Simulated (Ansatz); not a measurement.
## Structure types of SnSe compared at 20 GPa

Structure types of SnSe are relaxed in primitive cells with their symmetry kept at 20 GPa, on PAW files; LAPW relaxes the small cells further and takes the PAW cell for the others (marked *). The enthalpy is E + pV at zero temperature, without zero-point motion. Only the types listed were tried, and differences under about 5 meV/atom are mesh noise. The real phase may be another.

All numbers are PBE results (scalar-relativistic) from Ansatz 0.2.0, with Fermi–Dirac smearing of 0.08 eV, no spin polarisation. Methods: LAPW: all electrons, basis error target 0.5 meV/atom; PAW: frozen-core files, cutoff 420 eV.

k meshes: rocksalt 14×14×14, CsCl 14×14×14, zincblende 12×12×12, wurtzite 9×9×5, NiAs 10×10×6.

Spin–orbit coupling is left out, which matters for the heavy atoms.

Problem. Which type is lowest in enthalpy, and by how much?

Solution. CsCl, 66 meV/atom below rocksalt. The whole table:

| start type | ends as | a, b, c (Å) | V (Å³/atom) | H − H(lowest), LAPW (meV/atom) | same, PAW |
| --- | --- | --- | --- | --- | --- |
| rocksalt | rocksalt, Fm-3m | 5.585, 5.585, 5.585 | 21.77 | 66.4 | 66.2 |
| CsCl | CsCl, Pm-3m | 3.396, 3.396, 3.396 | 19.58 | 0.0 | 0.0 |
| zincblende | zincblende, F-43m | 6.014, 6.014, 6.014 | 27.19 | 1222.1 | 1221.7 |
| wurtzite* | flat h-MgO, P6_3/mmc | 4.616, 4.616, 5.547 | 25.60 | 767.4 | 767.2 |
| NiAs* | distorted NiAs, P6_3/mmc | 3.527, 3.527, 7.722 | 20.79 | 70.3 | 70.4 |

Problem. Split the lead of CsCl over rocksalt into energy and pV.

Solution. For rocksalt less CsCl: ΔE = -207.1 meV/atom, and p·ΔV = 20 GPa × +2.1905 Å³ × 6.242 meV/(GPa·Å³) = +273.4 meV/atom, together 66.3 meV/atom. CsCl wins by its smaller volume, against the internal energy.
